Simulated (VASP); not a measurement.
# SiC in VASP 6.6.1, single-point calculation

INCAR

```
ISMEAR = -1
PREC = Accurate
LCHARG = .FALSE.
LREAL = .FALSE.
NELM = 73
LASPH = .TRUE.
SIGMA = 0.02
ISIF = 2
LMAXMIX = 4
GGA = PE
LWAVE = .FALSE.
NSW = 0
EDIFF = 1E-7
NBANDS = 11
IBRION = -1
ENCUT = 400
ALGO = Normal
```

KPOINTS

```
KPOINTS created by Atomic Simulation Environment
0
Gamma
10 10 10
0 0 0
```

POSCAR

```
Si C
 1.0000000000000000
     0.0453034888750000    2.1780523502750002    2.1780523502744802
     2.1780523502750002    0.0453034888750000    2.1780523502744802
     2.2233558390999999    2.2233558390999999   -0.0000000000510401
 Si  C
   1   1
Cartesian
  0.0000000000000925  0.0000000000000925  0.0080623494844211
  1.1116779195624076  1.1116779195624076  1.0809638256400591
```

The recommended PBE PAW datasets give the neutral cell 8 valence electrons.

Command

```
mpirun -np 1 vasp_std
```

OSZICAR

```
N       E                     dE             d eps       ncg     rms          rms(c)
DAV:   1     0.548105484106E+00    0.54811E+00   -0.33676E+03  3931   0.491E+02
DAV:   2    -0.163967337736E+02   -0.16945E+02   -0.16022E+02  4709   0.979E+01
DAV:   3    -0.168819508725E+02   -0.48522E+00   -0.48443E+00  4595   0.138E+01
DAV:   4    -0.168836100024E+02   -0.16591E-02   -0.16590E-02  4330   0.103E+00
DAV:   5    -0.168836168517E+02   -0.68493E-05   -0.68493E-05  4634   0.608E-02    0.880E+00
DAV:   6    -0.150940450246E+02    0.17896E+01   -0.63789E+00  4230   0.112E+01    0.393E+00
DAV:   7    -0.150416480824E+02    0.52397E-01   -0.39243E-01  4530   0.355E+00    0.180E+00
DAV:   8    -0.150338963987E+02    0.77517E-02   -0.20842E-02  4296   0.946E-01    0.171E-01
DAV:   9    -0.150339887699E+02   -0.92371E-04   -0.17180E-03  4711   0.237E-01    0.114E-01
DAV:  10    -0.150340934830E+02   -0.10471E-03   -0.23236E-04  4221   0.935E-02    0.276E-02
DAV:  11    -0.150340976186E+02   -0.41356E-05   -0.36654E-05  4539   0.326E-02    0.776E-03
DAV:  12    -0.150340977851E+02   -0.16655E-06   -0.16903E-06  4413   0.807E-03    0.124E-03
DAV:  13    -0.150340978718E+02   -0.86716E-07   -0.15383E-07  4303   0.263E-03
   1 F= -.15034098E+02 E0= -.15034098E+02  d E =-.108554E-10
```

From OUTCAR

```
k-points           NKPTS =    171   k-points in BZ     NKDIM =    171   number of bands    NBANDS=     11

   NELECT =       8.0000    total number of electrons

   dimension x,y,z NGX =    20 NGY =   20 NGZ =   24
   dimension x,y,z NGXF=    40 NGYF=   40 NGZF=   48

  energy-cutoff  :      400.00
  volume of cell :       20.66
      direct lattice vectors                 reciprocal lattice vectors
     0.045303489  2.178052350  2.178052350    -0.234439230  0.234439230  0.229562894
     2.178052350  0.045303489  2.178052350     0.234439230 -0.234439230  0.229562894
     2.223355839  2.223355839 -0.000000000     0.224885280  0.224885280 -0.229562894

 k-points in reciprocal lattice and weights: KPOINTS created by Atomic Simulation Env
   0.00000000  0.00000000  0.00000000       0.001
   0.10000000  0.00000000  0.00000000       0.004
   0.20000000  0.00000000  0.00000000       0.004
   0.30000000  0.00000000  0.00000000       0.004
   0.40000000  0.00000000 -0.00000000       0.004
   0.50000000  0.00000000  0.00000000       0.002
   0.10000000  0.10000000 -0.00000000       0.002
   0.20000000  0.10000000  0.00000000       0.004
   ...

 E-fermi :   8.7008

 k-point     1 :       0.0000    0.0000    0.0000
  band No.  band energies     occupation
      1      -7.2937      2.00000
      2       7.9439      2.00000
      3       8.1191      2.00000
      4       8.3391      2.00000
      5      14.0638      0.00000
      6      15.0102      0.00000
      7      15.7736      0.00000
      8      15.9054      0.00000
      9      22.6336      0.00000
     10      22.6847      0.00000
     11      24.6282      0.00000

 k-point     2 :       0.1000    0.0000    0.0000
  band No.  band energies     occupation
      1      -7.0919      2.00000
      2       7.2780      2.00000
      3       7.8040      2.00000
      4       8.0469      2.00000
      5      14.2152      0.00000
      6      15.2857      0.00000
      7      15.9330      0.00000
      8      16.2604      0.00000
      9      21.5681      0.00000
     10      21.7045      0.00000
     11      24.3929      0.00000

 k-point     3 :       0.2000    0.0000    0.0000
  band No.  band energies     occupation
      1      -6.4947      2.00000
      2       5.1851      2.00000
      3       7.4920      2.00000
      4       7.6898      2.00000
      5      14.0235      0.00000
      6      15.7224      0.00000
      7      16.1462      0.00000
      8      17.2633      0.00000
      9      20.7308      0.00000
     10      21.1507      0.00000
     11      23.4756      0.00000

 k-point     4 :       0.3000    0.0000    0.0000
  band No.  band energies     occupation
      1      -5.5373      2.00000
      2       2.8490      2.00000
      3       7.1780      2.00000
      4       7.3342      2.00000
      5      13.6340      0.00000
      6      15.6120      0.00000
      7      15.9341      0.00000
      8      18.0001      0.00000
      9      21.4810      0.00000
     10      22.1144      0.00000
     11      23.3103      0.00000

 k-point     5 :       0.4000    0.0000   -0.0000
  band No.  band energies     occupation
      1      -4.3447      2.00000
      2       0.7423      2.00000
      3       6.9652      2.00000
      4       7.0897      2.00000
      5      13.3565      0.00000
      6      15.2063      0.00000
      7      15.5172      0.00000
      8      18.1465      0.00000
      9      23.4407      0.00000
     10      23.6895      0.00000
     11      24.4921      0.00000

 ...

  Total        0.3547867      0.3547867      0.3035236     -1.3421366      0.0000000      0.0000000
  in kB       27.5188886     27.5188886     23.5426853   -104.1022937      0.0000000      0.0000000
  external PRESSURE =      26.1934875 kB  Pullay stress =       0.0000000 kB

 POSITION                                       TOTAL-FORCE (eV/Angst)
 -----------------------------------------------------------------------------------
      2.22336      2.22336      0.00806         0.000000      0.000000      0.038907
      1.11168      1.11168      1.08096        -0.000000     -0.000000     -0.038907
 -----------------------------------------------------------------------------------
    total drift:                                0.000000      0.000000      0.000069

  FREE ENERGIE OF THE ION-ELECTRON SYSTEM (eV)
  ---------------------------------------------------
  free  energy   TOTEN  =       -15.0340978718 eV

  energy  without entropy=      -15.0340978718  energy(sigma->0) =      -15.03409787
```

It converged. Results: gap between bands v and c on the k mesh 1.06 eV; least direct gap on the k mesh 4.09 eV; pressure 2.6 GPa; largest force 0.04 eV/Å. Band v is the last that the valence electrons fill when counted band by band, and c is the next.

These settings aren't sound, so the numbers aren't properties of the crystal.

On sound settings PBE gives a gap of 1.07 eV on its mesh and a pressure of 3.8 GPa for the intended cell.

The run took about 20 s on one core of a shared host (Intel Xeon Platinum 8488C) and held 0.14 GiB at most.
